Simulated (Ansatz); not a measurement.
**Co (bcc): energy against volume**

Computed with DFT, LDA (PW92), plane waves (420 eV) with PAW, scalar-relativistic in Ansatz. (PAW data from PBE, frozen cores regenerated.)

The cell is scaled uniformly from the relaxed one, with fractional coordinates and shape fixed. Energies are extrapolated to zero smearing, pressures are those at the given smearing. Magnetic state: ferromagnetic.

A Birch-Murnaghan fit gives V₀ = 10.21 Å³/atom, B₀ = 264 GPa, B₀′ = 4.6.

**Question.** What are the energy above the minimum and the pressure at 9.391 Å³/atom?

**Answer.** 63.3 meV/atom and 26.88 GPa as computed.

**Question.** What are the energy above the minimum and the pressure at 9.799 Å³/atom?

**Answer.** 14.5 meV/atom and 12.02 GPa as computed.

**Question.** What are the energy above the minimum and the pressure at 11.024 Å³/atom?

**Answer.** 46.6 meV/atom and -16.89 GPa as computed.
